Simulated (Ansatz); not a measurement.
Be₂C (Fm-3m): from strained cells to moduli

```
CELL_PARAMETERS angstrom
0.00000 2.15538 2.15538
2.15538 0.00000 2.15538
2.15538 2.15538 0.00000
ATOMIC_POSITIONS crystal
Be 0.25000 0.25000 0.25000
Be 0.75000 0.75000 0.75000
C 0.00000 0.00000 0.00000
```

The conventional cell has a = 4.311 Å, b = 4.311 Å, c = 4.311 Å, α = 90.00°, β = 90.00°, γ = 90.00°. Be (atom 1) has 4 C at 1.87 Å as nearest neighbours. Around C (atom 3) lie 8 Be at 1.87 Å.

Unless marked otherwise, the numbers come from PBEsol, all-electron LAPW in Ansatz 0.2.0, scalar-relativistic. k mesh 10×10×10, fixed occupations, basis error target 1 meV/atom. The cell was relaxed by PAW under this functional.

The cell is cubic and carries a residual pressure of -0.19 GPa at this level. Each strain component that symmetry leaves independent is applied at ±0.008, the ions relax wherever a strain frees them, and the stress (tension positive, GPa) is read. Shears are engineering strains, γ = 2ε.

| strain | size | σxx | σyy | σzz | σyz | σxz | σxy |
| --- | --- | --- | --- | --- | --- | --- | --- |
| xx | -0.008 | -4.5270 | 0.0325 | 0.0325 | 0.0000 | 0.0000 | 0.0000 |
| xx | +0.008 | 4.7606 | 0.3150 | 0.3150 | 0.0000 | 0.0000 | 0.0000 |
| yz | -0.008 | 0.1792 | 0.1674 | 0.1674 | -1.6910 | 0.0000 | 0.0000 |
| yz | +0.008 | 0.1792 | 0.1674 | 0.1674 | 1.6910 | 0.0000 | 0.0000 |

A central difference gives one constant, for example C11 ≈ (4.7606 − (-4.5270))/(0.016) = 580.5 GPa; the program then imposes the crystal's symmetry on the whole matrix.

Problem. What are the independent elastic constants?

Solution. C11 = 580.5, C12 = 17.7, C44 = 211.4 GPa.

Problem. Do they meet the Born conditions?

Solution. C11 − C12 = 562.8, C11 + 2C12 = 615.8 and C44 = 211.4 GPa must all be positive, so the crystal is elastically stable; that says nothing yet of its phonons.

Problem. What moduli does a random aggregate of grains have?

Solution. B = (C11 + 2C12)/3 = 205.3 GPa. G_V = (C11 − C12 + 3C44)/5 = 239.4 and G_R = 5(C11 − C12)C44/(4C44 + 3(C11 − C12)) = 234.7, so G_H = 237.1 GPa. Then E = 9BG/(3B + G) = 513.5 GPa, ν = (3B − 2G)/(6B + 2G) = 0.083 and B/G = 0.87, on the brittle side of Pugh's 1.75 (a rule of thumb, made for metals; it doesn't predict ductility here).

Problem. With the density of 2.490 g/cm³, how fast does sound travel, and what Debye temperature follows?

Solution. 

```json
{"direction": "[100]", "slow (m/s)": "9213", "middle (m/s)": "9213", "fast (m/s)": "15267"}
{"direction": "[110]", "slow (m/s)": "9213", "middle (m/s)": "10630", "fast (m/s)": "14316"}
{"direction": "[111]", "slow (m/s)": "10179", "middle (m/s)": "10179", "fast (m/s)": "13985"}
```

The mean of v⁻³ over directions and branches gives v_m = 10626 m/s and θ_D = (ħ/k_B) v_m (6π²n)^(1/3) = 1680 K, n being atoms per volume. Young's modulus spans 472 to 579 GPa over directions, and the universal anisotropy index is 0.10.

Problem. How far do the constants move if PAW replaces LAPW in the same cell?

Solution. 

```json
{"constant": "C11", "LAPW (GPa)": "580.5", "PAW (GPa)": "580.6", "difference": "0.1"}
{"constant": "C12", "LAPW (GPa)": "17.7", "PAW (GPa)": "18.4", "difference": "0.7"}
{"constant": "C44", "LAPW (GPa)": "211.4", "PAW (GPa)": "211.5", "difference": "0.1"}
```

Caveats: the frozen-core PAW files of the compared runs were fitted under PBE, their cores solved anew for this functional.
